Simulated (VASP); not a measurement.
Here is the system:

```yaml
crystal:
  lattice:
    - [0.00000, 3.00907, 3.00907]
    - [3.00907, 0.00000, 3.00907]
    - [3.00907, 3.00907, 0.00000]
  atoms:
    - { symbol: Na, position: [0.00000, 0.00000, 0.00000] }
    - { symbol: Br, position: [0.50000, 0.50000, 0.50000] }
```

These are PBE GGA, VASP's PBE PAW potentials (set 64) (plane waves; VASP 6.6.1) values and carry that method's errors. Run with 400 eV cut-off, Gaussian smearing of 0.050 eV, potentials Na_pv Br.

Q: What does the run give for the band gap (along the path) with the smallest direct gap where there is one?

A: 
```
Property                               Result
------------------------------------  -------
band gap (along the path)             4.09 eV
smallest direct gap (along the path)  4.09 eV
```

The absolute energy has meaning only against runs of the same code, potentials and settings.

The compound is NaBr in the rock salt structure. It was relaxed first.
